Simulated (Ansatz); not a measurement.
Density of states of TiAl$_{3}$ (I4/mmm, a = 3.816 Å, b = 3.816 Å, c = 8.554 Å, α = 90.00°, β = 90.00°, γ = 90.00°), in states per eV and primitive cell, averaged over bins of 0.3 eV. Level of theory: Ansatz, DFT PBEsol, scalar-relativistic, plane waves, PAW.

Cutoff 420 eV; k points 16×16×16 on the computed 4-atom cell (Γ-centred); Gaussian smearing, width 0.10 eV; no spin polarisation.

The cell is relaxed at this level. The states (both spins) are summed by tetrahedra on a 24×24×24 mesh at the self-consistent density. Energies are bin centres; the table starts no lower than −8 eV and ends at 6 eV, or lower where the solved bands end.

It is a metal at this level.

| E − E_F (eV) | total | Ti 3d | Al 3p | Al 3s | Ti 4s |
| --- | --- | --- | --- | --- | --- |
| -7.90 | 0.67 | 0.01 | 0.33 | 0.26 | 0.05 |
| -7.60 | 0.72 | 0.02 | 0.36 | 0.28 | 0.04 |
| -7.30 | 0.85 | 0.03 | 0.44 | 0.32 | 0.04 |
| -7.00 | 0.72 | 0.03 | 0.38 | 0.26 | 0.03 |
| -6.70 | 0.96 | 0.05 | 0.52 | 0.32 | 0.05 |
| -6.40 | 1.04 | 0.07 | 0.57 | 0.34 | 0.04 |
| -6.10 | 1.01 | 0.09 | 0.55 | 0.33 | 0.03 |
| -5.80 | 0.88 | 0.08 | 0.48 | 0.28 | 0.02 |
| -5.50 | 0.83 | 0.08 | 0.46 | 0.24 | 0.03 |
| -5.20 | 0.93 | 0.09 | 0.51 | 0.26 | 0.04 |
| -4.90 | 1.12 | 0.11 | 0.61 | 0.32 | 0.05 |
| -4.60 | 1.30 | 0.14 | 0.68 | 0.40 | 0.05 |
| -4.30 | 1.22 | 0.16 | 0.63 | 0.36 | 0.05 |
| -4.00 | 1.17 | 0.17 | 0.62 | 0.31 | 0.04 |
| -3.70 | 1.31 | 0.20 | 0.75 | 0.28 | 0.05 |
| -3.40 | 1.31 | 0.20 | 0.78 | 0.25 | 0.05 |
| -3.10 | 1.25 | 0.19 | 0.78 | 0.20 | 0.04 |
| -2.80 | 1.67 | 0.28 | 0.98 | 0.32 | 0.05 |
| -2.50 | 1.70 | 0.36 | 0.92 | 0.34 | 0.04 |
| -2.20 | 1.80 | 0.42 | 1.02 | 0.29 | 0.03 |
| -1.90 | 2.10 | 0.55 | 1.21 | 0.26 | 0.03 |
| -1.60 | 2.45 | 0.78 | 1.32 | 0.26 | 0.03 |
| -1.30 | 2.79 | 1.06 | 1.43 | 0.22 | 0.03 |
| -1.00 | 3.59 | 1.57 | 1.73 | 0.21 | 0.02 |
| -0.70 | 2.58 | 1.31 | 1.03 | 0.16 | 0.02 |
| -0.40 | 2.70 | 1.64 | 0.84 | 0.13 | 0.02 |
| -0.10 | 1.86 | 1.22 | 0.49 | 0.09 | 0.01 |
| 0.20 | 1.47 | 1.05 | 0.33 | 0.04 | 0.01 |
| 0.50 | 1.28 | 1.02 | 0.21 | 0.01 | 0.00 |
| 0.80 | 0.72 | 0.58 | 0.10 | 0.00 | 0.00 |
| 1.10 | 1.23 | 0.75 | 0.33 | 0.05 | 0.04 |
| 1.40 | 3.03 | 1.82 | 0.75 | 0.23 | 0.10 |
| 1.70 | 4.97 | 3.35 | 0.94 | 0.28 | 0.22 |
| 2.00 | 4.09 | 2.58 | 1.00 | 0.17 | 0.14 |
| 2.30 | 2.06 | 0.80 | 0.68 | 0.24 | 0.15 |
| 2.60 | 1.92 | 0.75 | 0.57 | 0.31 | 0.12 |
| 2.90 | 2.48 | 1.17 | 0.54 | 0.49 | 0.10 |
| 3.20 | 2.42 | 1.03 | 0.47 | 0.61 | 0.11 |
| 3.50 | 3.55 | 1.35 | 0.80 | 0.92 | 0.16 |
| 3.80 | 3.01 | 1.03 | 0.84 | 0.70 | 0.14 |
| 4.10 | 2.62 | 0.71 | 0.95 | 0.54 | 0.11 |
| 4.40 | 2.46 | 0.54 | 1.01 | 0.49 | 0.08 |
| 4.70 | 2.24 | 0.41 | 0.99 | 0.43 | 0.06 |
| 5.00 | 1.72 | 0.28 | 0.76 | 0.32 | 0.05 |
| 5.30 | 1.49 | 0.21 | 0.67 | 0.30 | 0.04 |
| 5.60 | 1.56 | 0.23 | 0.72 | 0.34 | 0.03 |

The columns after the total are the Löwdin projections on the occupied valence shells of the potentials. The rest of the total lies in shells that are empty in the free atom, which aren't projected, and between the atoms.

Cost: 1 run of about 1.9 core-minutes, on AMD EPYC 7R43 (Zen 3) (shared hosts).